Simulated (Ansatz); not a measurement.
Computed with DFT PBE, scalar-relativistic, plane waves, PAW (Ansatz). All cells share a 420 eV cutoff and Γ-centred k meshes spaced at most about 0.3 Å⁻¹ (about 0.25 or finer for metals, 2π included). No spin polarisation.

Each guess is relaxed in cell and atoms at zero pressure, on a coarse mesh first where it starts far from rest and then on a converged one. The steps can't lower the symmetry of the start, but it can rise. Energies are static (0 K, no zero-point motion).

Two unrelaxed guesses for TaC2:

Guess 1.

```
CELL_PARAMETERS angstrom
0.00000 2.57915 2.57915
2.57915 0.00000 2.57915
2.57915 2.57915 0.00000
ATOMIC_POSITIONS crystal
Ta 0.00000 0.00000 0.00000
C 0.25000 0.25000 0.25000
C 0.75000 0.75000 0.75000
```

Guess 2.

```
CELL_PARAMETERS angstrom
3.16771 0.00000 0.00000
0.00000 3.16771 0.00000
0.00000 0.00000 4.90490
ATOMIC_POSITIONS crystal
Ta 0.00000 0.00000 0.50000
C 0.00000 0.50000 0.50000
C 0.50000 0.00000 0.50000
```

Question: Which guess leads to the lower structure, and by how much?

Answer: Guess 1 ends lower, by 0.92 eV/atom. Guess 1: Fm-3m at 11.4 Å³/atom → Fm-3m (fluorite type) at 11.4 Å³/atom; Guess 2: P4/mmm at 16.4 Å³/atom → P4/mmm at 16.4 Å³/atom. Counting C atoms around Ta (those within 1.25 times the shortest such distance or 1.15 times the sum of covalent radii), the end of guess 1 has Ta 8 and the end of guess 2 has Ta 4. End of guess 1. Conventional cell: a = 5.155 Å. Ta has 8 C at 2.23 Å; C has 4 Ta at 2.23 Å and 6 C at 2.58 Å. End of guess 2. Conventional cell: a = 4.239 Å, c = 2.746 Å. Around Ta lie 4 C at 2.12 Å and 2 Ta at 2.75 Å; around C lie 2 Ta at 2.12 Å.

Ends held by symmetry can be saddle points. Neither end is the lowest form computed: that has the CaC2 type, space group I4/mmm (No. 139) and lies 0.83 eV/atom below the better end. Even the lowest of the cells shown lies +1.37 eV/atom against the elements. These runs have no spin–orbit coupling, which can matter for Ta. Some candidate types were left out of the draw beforehand, so a known form may be missing.
